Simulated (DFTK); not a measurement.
Set up this calculation in DFTK 0.8.2, as the native input.

```
Task                         : equation of state
Functional                   : PBEsol
Potentials or basis          : cp2k.nc.sr.pbe.v0_1.largecore.gth (PBE, GTH, large core)
Cutoff                       : 735 eV
k mesh                       : 8 × 8 × 8
Occupations                  : fermi-dirac, width 0.05 eV
Spin                         : no spin polarisation
Valence electrons            : As 5, Ga 3
Volume scales                : [0.94, 0.96, 0.98, 1.0, 1.02, 1.04, 1.06]
SCF tolerance on the density : 1e-06
```

The structure of GaAs lies in GaAs.cif:

```cif
data_GaAs
_cell_length_a 3.99776961
_cell_length_b 3.99776961
_cell_length_c 3.99776961
_cell_angle_alpha 60.00000000
_cell_angle_beta 60.00000000
_cell_angle_gamma 60.00000000
_space_group_name_H-M_alt 'P1'
_space_group_name_Hall 'P 1'
_space_group_IT_number 1
loop_
_space_group_symop_operation_xyz
'x,y,z'
loop_
_atom_site_label
_atom_site_type_symbol
_atom_site_symmetry_multiplicity
_atom_site_Wyckoff_symbol
_atom_site_fract_x
_atom_site_fract_y
_atom_site_fract_z
_atom_site_occupancy
As1 As 1 a 0.7500000000 0.7500000000 0.7500000000 1
Ga1 Ga 1 a 0.0000000000 0.0000000000 0.0000000000 1
```

The input as run:

run.jl

```julia
using DFTK
using PseudoPotentialData
using Unitful, UnitfulAtomic
using LinearAlgebra, Printf
include("save.jl")
disable_threading()

lines = readlines("GaAs.cif")
tag(name) = parse(Float64, split(only(filter(startswith(name), lines)))[2])
a, b, c = tag.(["_cell_length_a", "_cell_length_b", "_cell_length_c"])
α, β, γ = deg2rad.(tag.(["_cell_angle_alpha", "_cell_angle_beta", "_cell_angle_gamma"]))
cx, cy  = cos(β), (cos(α) - cos(β) * cos(γ)) / sin(γ)
lattice = austrip(1u"Å") * [a b*cos(γ) c*cx; 0 b*sin(γ) c*cy; 0 0 c*sqrt(1 - cx^2 - cy^2)]
sites     = split.(lines[findlast(startswith("_atom_site_"), lines)+1:end])
symbols   = [Symbol(s[2]) for s in sites]
positions = [parse.(Float64, s[5:7]) for s in sites]
pseudopotentials = PseudoFamily("cp2k.nc.sr.pbe.v0_1.largecore.gth")
elements = Dict(s => ElementPsp(s, pseudopotentials) for s in unique(symbols))
atoms    = [elements[s] for s in symbols]

build_model(lattice, positions; symmetries=true) =
    model_DFT(lattice, atoms, positions;
              functionals=PBEsol(),
              temperature=austrip(0.05u"eV"),
              smearing=Smearing.FermiDirac(),
              symmetries)
Ecut  = 27.0  # hartree
kgrid = [8, 8, 8]
tol   = 1e-6
to_GPa = ustrip(uconvert(u"GPa", 1u"hartree/bohr^3"))

results["points"] = []
for scale in [0.94, 0.96, 0.98, 1.0, 1.02, 1.04, 1.06]
    println("\n=== scale = ", scale)
    model = build_model(cbrt(scale) * lattice, positions)
    basis = PlaneWaveBasis(model; Ecut, kgrid)
    t0 = time()
    scfres = self_consistent_field(basis;
                                   tol,
                                   nbandsalg=AdaptiveBands(model; n_bands_converge=9))
    seconds = time() - t0
    @printf "SCF: %d iterations, %.1f s\n" scfres.n_iter seconds
    forces = compute_forces_cart(scfres)
    stress = compute_stresses_cart(scfres)
    @printf "V = %.5f Å^3  F = %.8f Ha  max force = %.5f eV/Å  p = %.4f GPa\n" ustrip(auconvert(u"Å^3", model.unit_cell_volume)) scfres.energies.total ustrip(auconvert(u"eV/Å", maximum(norm, forces))) (-tr(stress) / 3 * to_GPa)
    push!(results["points"], save_scf!(scfres; forces, stress, d=Dict{String,Any}("seconds" => seconds, "n_matvec" => get(scfres, :n_matvec, 0))))
end

# third-order Birch-Murnaghan fit in x = V^(-2/3)
V = [0.94, 0.96, 0.98, 1.0, 1.02, 1.04, 1.06] * abs(det(lattice))
E = [p["total"] for p in results["points"]]
x = V .^ (-2 / 3)
c = [x .^ 0 x x .^ 2 x .^ 3] \ E
Δ = c[3]^2 - 3c[2] * c[4]
if Δ > 0
    x0 = (-c[3] + sqrt(Δ)) / 3c[4]
    B0 = 4 / 9 * x0^(7 / 2) * (2c[3] + 6c[4] * x0)
    @printf "V0 = %.4f Å^3  B0 = %.2f GPa\n" ustrip(auconvert(u"Å^3", x0^(-3 / 2))) B0 * to_GPa
end
```

Potentials or basis: cp2k.nc.sr.pbe.v0_1.largecore.gth (PBE, GTH, large core).

Run with:

```bash
$ julia --threads=1 run.jl  # save.jl only writes the numbers to a file and isn't shown; printed stress counts tension as positive; times include loading and compiling
```

It gave:

The equilibrium volume is 23.36 Å³/atom and the bulk modulus is 62 GPa. The pressure derivative of the bulk modulus is 4.6.

Caveat: GTH potentials come without recommended cutoffs, and this one wasn't checked for convergence; the potentials were made for another functional, which shifts forces and pressure; this set keeps more shells in the core, which shifts pressures and gaps.

Wall time 3.2 min on 1 thread of Intel(R) Xeon(R) 6975P-C (Granite Rapids) (shared host), peak memory 1.8 GiB.
